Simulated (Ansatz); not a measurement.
The same calculation of Rb, space group I4_1/amd as a Python script and as an input file (Ansatz's Python interface).

Script `rb_scf.py`:
```python
"""Ground state of Rb at the given structure."""

import ansatz as az
from ase import Atoms
import numpy as np


def main() -> None:
    atoms = Atoms(
        ["Rb", "Rb"],
        scaled_positions=[
            (0.25, 0.75, 0.5),
            (0.5, 0.5, 0.0),
        ],
        cell=[
            (-2.379, 2.379, 8.4887),
            (2.379, -2.379, 8.4887),
            (2.379, 2.379, -8.4887),
        ],
        pbc=True,
    )
    cell = az.Crystal.from_ase(atoms)

    # the calculation
    model = (
        cell.calculation()
        .functional("pbe")
        .kpoints(6, 6, 6)
        .occupations(az.OccupationsMethod.COLD, width=0.1)
        .compute(density=True)
    )
    done = model.run()
    report = done.report

    print("%-22s %14.5f eV" % ("F = E - TS", report["free_energy_ev"]))
    print("%-22s %14.5f eV" % ("E", report["internal_energy_ev"]))
    print("%-22s %14.5f eV" % ("Harris-Foulkes", report["harris_foulkes_ev"]))
    print("%-22s %14.5f eV" % ("Fermi level", report["fermi_energy_ev"]))

    used = report["setup"]
    print("cutoffs (eV):", used["ecut_ev"], used["ecutrho_ev"], " FFT grid:", used["fft_dense"])
    print("cell volume {:.3f} A^3, {} symmetry operations".format(used["cell_volume_ang3"], used["n_sym_ops"]))

    rho = done.density()
    total = sum(ch.density_e_per_ang3 for ch in rho.channels[:2]) if len(rho.channels) < 3 else rho.channels[0].density_e_per_ang3
    print("grid", rho.dims, "electrons", round(float(total.mean() * rho.cell_volume_ang3), 4))
    print(f"density range {total.min():.4f} to {total.max():.4f} e/A^3")
    print(np.array2string(total[:: max(rho.dims[0] // 8, 1), :: max(rho.dims[1] // 8, 1), 0], precision=3, suppress_small=True))


if __name__ == "__main__":
    main()
```

```console
$ python rb_scf.py
DeckWarning: basis.ecutwfc = 420 eV, auto-derived from the records' recommended cutoffs: set by Rb (normal level)
F = E - TS                -6534.57995 eV
E                         -6534.58110 eV
Harris-Foulkes            -6534.57995 eV
Fermi level                   1.74263 eV
cutoffs (eV): 420.0 1680.0  FFT grid: [45, 64, 32]
cell volume 192.172 A^3, 16 symmetry operations
grid (45, 64, 32) electrons 18.0
density range 0.0100 to 2.1400 e/A^3
[[0.01  0.01  0.011 0.015 0.033 0.015 0.011 0.01 ]
 [0.011 0.01  0.01  0.012 0.022 0.016 0.012 0.012]
 [0.02  0.011 0.011 0.012 0.014 0.015 0.014 0.024]
 [0.35  0.02  0.012 0.014 0.016 0.014 0.016 0.175]
 [2.008 0.137 0.013 0.016 0.029 0.015 0.015 0.459]
 [2.008 0.459 0.015 0.015 0.029 0.016 0.013 0.137]
 [0.35  0.175 0.016 0.014 0.016 0.014 0.012 0.02 ]
 [0.02  0.024 0.014 0.015 0.014 0.012 0.011 0.011]
 [0.011 0.012 0.012 0.016 0.022 0.012 0.01  0.01 ]]
```
(Warnings from the package without file and line.)

`input.yaml`:
```yaml
crystal:
  lattice:
    - [-2.379, 2.379, 8.4887]
    - [2.379, -2.379, 8.4887]
    - [2.379, 2.379, -8.4887]
  atoms:
    - { symbol: Rb, position: [0.25, 0.75, 0.5] }
    - { symbol: Rb, position: [0.5, 0.5, 0.0] }
kpoints:
  mp_grid: { grid: [6, 6, 6] }
hamiltonian:
  xc: pbe
scf:
  occupations: { method: cold, width: 0.1 }
output:
  write_density: true
```

The program run on that file:
```console
$ ansatz run input.yaml --threads 1 --pin off --max-ram 3072MiB --backend cpu --events-out ev --progress --plain --runs-dir out
basis.fft_grid_basis auto: the FFT boxes are laid along the combinations [[1, -1, 0], [0, 1, 0], [1, 0, 1]] of the cell's own vectors, 6.729, 9.131 and 4.758 Å long. The dense box has 45×64×32 points. Along the cell's own vectors, as sized, it would have 64×64×64, 2.84 times as many. Of the 16 symmetry operations that the crystal satisfies within crystal.symmetry.tolerance (time reversal apart; of a slab, those that keep its plane) the dense box along the cell's own vectors carries 16, and the one as laid loses 15 of those. basis.fft_grid_basis: typed keeps the cell's own vectors: state it where this run's energies or levels are differenced outside the engine with another run's, or held beside a run that keeps those vectors. Those combinations have planes normal to reciprocal vector 3, as the cell's own vectors have. Each planar average written beside output.write_density has a row for each plane of the box: 32. The volumetric files lie along those combinations, not along the cell's own vectors: a cube or XSF file states them, and fields.json those of NumPy files.
Engine: ansatz 0.2.0, x86_64-unknown-linux-gnu
Pseudopotentials: kind: paw
Pseudopotential: Rb, paw, valence charge 9, recommended cutoff 420 eV (normal), Rb.paw.azcp
Functional definition: PBE
  parameter kappa = 0.804
  parameter beta = 0.06672455060314922
  exchange = pbe_x(kappa = kappa, mu = beta*pi^2/3)
  correlation = pbe_c(beta = beta)
Crystal: 2 atoms, lattice volume = 192.172 Å³
Basis set: ecut = 420 eV, 3733 PW (Γ), FFT grids on a1−a2, a2, a1+a3
Bands: 13, of which v1, the nominal top of the filled ones, is band 9 counted from 1 (8 counted from 0)
Symmetry: 16 space group operations
Space group: I41/amd (ITA 141), of the structure as read, at distance tolerance 5.8e-5 Å
k-points: 30 of 216
Non-local potential: Rb, projectors of the file, l = 0: 3, l = 1: 2, l = 2: 2
PAW form: soft (Blöchl's): semilocal exchange-correlation on the pseudo side does not see the compensation charge
PAW one-centre angular grid: Rb, 110 points (default); XC on 64 Gauss nodes
Initial density: superposition of atomic densities (neutral atoms: chi_scale 0, normalization atom), corrected by the library's trained network
Initial wavefunctions: pseudopotential atomic-orbital guess
Functional: x = pbe(κ = 0.804, μ = 0.2195149727645171), c = pbe(β = 0.06672455060314922)
SCF iter   1: F=—  HF=-6534.578924 eV  |F-HF|=—  |Δ(HF+E_count)|=         —  Δρ=3.94e-4  dr2=8.16e-4  ethr=1.77e-3  ⟨swp⟩=7.1  Hψ=2537  notcnv=0
preconditioner: auto → Resta (q_TF=auto, 1.839 Å⁻¹)  ε∞=4.1  [insulator: Δε(μ)=0.109 eV  Ē_g=2.162 eV  σ=0.100 eV  W_gap=0.51  n_scr=20 (ndim 8)  ℏωp=3.8 eV  f_vac=0.000  D(μ)=2.01/eV (n_scr^D=10)  ε∞_Penn≈4.1]
SCF iter   2: F=—  HF=-6534.579740 eV  |F-HF|=—  |Δ(HF+E_count)|=   8.16e-4  S|Δr|=    0.00e0  Δρ=2.75e-4  dr2=3.90e-4  ethr=4.53e-6  ⟨swp⟩=2.8  Hψ=951  notcnv=0
SCF iter   3: F=—  HF=-6534.579889 eV  |F-HF|=—  |Δ(HF+E_count)|=   1.49e-4  S|Δr|=    0.00e0  Δρ=1.34e-4  dr2=3.49e-5  ethr=2.17e-6  ⟨swp⟩=2.1  Hψ=475  notcnv=0
SCF iter   4: F=—  HF=-6534.579945 eV  |F-HF|=—  |Δ(HF+E_count)|=   5.64e-5  S|Δr|=    0.00e0  Δρ=8.34e-5  dr2=1.06e-5  ethr=1.94e-7  ⟨swp⟩=1.8  Hψ=415  notcnv=0
SCF iter   5: F=—  HF=-6534.579945 eV  |F-HF|=—  |Δ(HF+E_count)|=   4.53e-7  S|Δr|=    0.00e0  Δρ=8.57e-6  dr2=2.33e-7  ethr=5.88e-8  ⟨swp⟩=2.8  Hψ=601  notcnv=0
SCF iter   6: F=-6534.579945 eV  HF=-6534.579945 eV  |F-HF|=8.06e-9  |Δ(HF+E_count)|=   2.94e-8  S|Δr|=    0.00e0  Δρ=5.15e-6  dr2=3.21e-8  ethr=5.56e-10  ⟨swp⟩=2.1  Hψ=786  notcnv=0
SCF 1 converged in 6 iterations: F = -6534.579945 eV  dr2 = 3.21e-8
  greatest PAW one-centre occupation: 0.975 electrons in one spin orbital (limit 2), on the Rb atom at site 1 (counted from 0), in its partial waves of l = 0
SCF converged after 6 iterations
Stability not checked: this state was not tested for a lower state beside it, because cold or Methfessel-Paxton smearing, or corrected tetrahedra, fill the levels in a way that the test cannot read (fill_not_monotonic; see scf.lower_state_search)
Free energy (F): -6534.579945 eV
Harris-Foulkes:  -6534.579945 eV  (|F-HF|=8.06e-9)
Internal energy: -6534.581097 eV  (E = F + TS)
E sigma→0 (E₀):  -6534.580329 eV
Entropy (-TS):   0.001151 eV (0.576 meV/atom)
Fermi energy:    1.742629 eV
--- Per-component energies (eV) ---
  E_band       = -243.221335
  E_kinetic    = 381.261000
  E_local      = -1454.417033  (includes V_loc(G=0)·N_el)
  E_nonlocal   = 347.212918
  E_hartree    = 413.391155
  E_xc         = -258.359489
  E_vxc        = -270.118526  (∫ρ·V_xc dr)
  E_paw        = -5236.044890  (= ΣΔE_a)
  E_vpaw       = -73.947536  (= ΣTr[D̂ρ^β])
  E_aug_tail   = -0.000002  (compensation charges beyond the density's cutoff)
  E_ewald      = -727.624755
  E_smearing   = 0.001151  (= −TS)
  E_closure    = -0.000000  (closes the sum)
  Σ components = -6534.579945   (vs F -6534.579945, Δ=0.00e0)
```

Absolute energies stand on the zero of these potentials, so only differences at equal settings mean something. A total without «per atom» is that of the cell as typed. Under cold or Methfessel-Paxton smearing the entropy term is a generalised one and can be negative. The mesh is modest for a metal, so energies can be off by several to tens of meV an atom and pressures by half a GPa or more; differences at equal mesh fare better. Only differences from the Fermi energy are physical; the zero of the scale is a convention. Densities and potentials on the grid are those of the valence electrons, and inside the cores they hang on the potentials used. This isn't the structure that Rb takes at ambient conditions.

(Lines on the test bed's own set-up are left out of the output.)
